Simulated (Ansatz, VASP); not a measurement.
**BiTe in VASP and in Ansatz**

File INCAR:

```
SYSTEM = BiTe
ALGO = Normal
EDIFF = 1E-7
ENCUT = 520
GGA = PE
ISIF = 2
ISMEAR = -1
LASPH = .TRUE.
LCHARG = .FALSE.
LREAL = .FALSE.
LWAVE = .FALSE.
NBANDS = 18
NELM = 60
PREC = Accurate
SIGMA = 0.05
```

The input KPOINTS:

```
k-points
0
G
  7 7 7
  0 0 0
```

Contents of POSCAR:

```
BiTe
1.0
    2.3899644647      1.3798466271      3.2724581889
   -2.3899644647      1.3798466271      3.2724581889
    0.0000000000     -2.7596932542      3.2724581889
Bi Te
1 1
Direct
    0.5000000000      0.5000000000      0.5000000000
    0.0000000000      0.0000000000      0.0000000000
```

Contents of input.yaml:

```yaml
crystal:
  lattice:
    - [2.3899644647, 1.3798466271, 3.2724581889]
    - [-2.3899644647, 1.3798466271, 3.2724581889]
    - [0.0, -2.7596932542, 3.2724581889]
  atoms:
    - { symbol: Bi, position: [0.5, 0.5, 0.5] }
    - { symbol: Te, position: [0.0, 0.0, 0.0] }
hamiltonian:
  xc: pbe
  pseudopotentials: { kind: paw }
kpoints:
  mp_grid: { grid: [7, 7, 7] }
scf:
  occupations: { method: fermi_dirac, width: 0.05 }
output:
  forces: true
  stress: true
  eigenvalues: true
```

Change from the starting cell: volume scaled by 0.96.

Alike in both runs: task single point; functional PBE; k mesh 7 × 7 × 7; occupations fermi-dirac, width 0.05 eV; no spin polarisation.

|  | VASP | Ansatz |
| --- | --- | --- |
| version | VASP 6.6.1 | Ansatz 0.2.0 |
| potentials or method | VASP PAW PBE potentials, release 64 (Bi_d, Te) | Ansatz PAW |
| plane-wave cutoff (eV) | 520 | 420 |
| valence electrons in the cell | 21 | 31 |

|  | VASP | Ansatz | Ansatz less VASP |
| --- | --- | --- | --- |
| gap on the k mesh at the Fermi level (eV) | none | none | - |
| pressure (GPa) | 2.3 | 2.3 | +0.05 |
| largest component of the traceless stress (GPa) | 0.49 | 0.49 | 0.000 |

A gap of «none» marks a metal or a gap that the smearing closes. The two sets of potentials don't hold the same shells in valence.

Caveats: spin-orbit coupling is left out, which moves the levels of the heavy elements.
